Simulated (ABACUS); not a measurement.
Crystal: SnTe.

```
CELL_PARAMETERS angstrom
0.00000 3.15085 3.15085
3.15085 0.00000 3.15085
3.15085 3.15085 0.00000
ATOMIC_POSITIONS crystal
Te 0.50000 0.50000 0.50000
Sn 0.00000 0.00000 0.00000
```

* Program: ABACUS 3.10.1
* Task: single point
* Functional: PBEsol
* Potentials or basis: PseudoDojo NC SR 0.4.1 PBEsol standard
* Cutoff: 1129 eV
* Density cutoff: 4517 eV
* Basis: plane waves
* k mesh: 7 × 7 × 7
* Occupations: fermi-dirac, width 0.05 eV
* Spin: no spin polarisation

On this cell: pressure -0.3 GPa; largest force zero by symmetry; band gap on the k mesh not listed.

The same run follows on a disturbed copy (atoms moved at random, drawn with an rms of 0.05 Å):

```
Te Sn
1.0
     0.00000    3.15085    3.15085
     3.15085    0.00000    3.15085
     3.15085    3.15085    0.00000
Te Sn
1 1
Direct
  0.51041 0.49414 0.50590
  0.00359 0.99017 0.99647
```

Q: What changes?

A: The energy moves by +0.2 meV/atom; pressure -0.3 GPa; largest force 0.017 eV/Å; band gap on the k mesh 0.67 eV, direct.

Forces on the atoms (eV/Å):
```
Te  -0.010 -0.012 -0.008
Sn   0.010  0.012  0.008
```

Caveats: spin-orbit coupling is left out, which moves the levels of the heavy elements (some runs); an odd mesh through Γ misses points on the zone boundary, where band edges often lie (some runs).
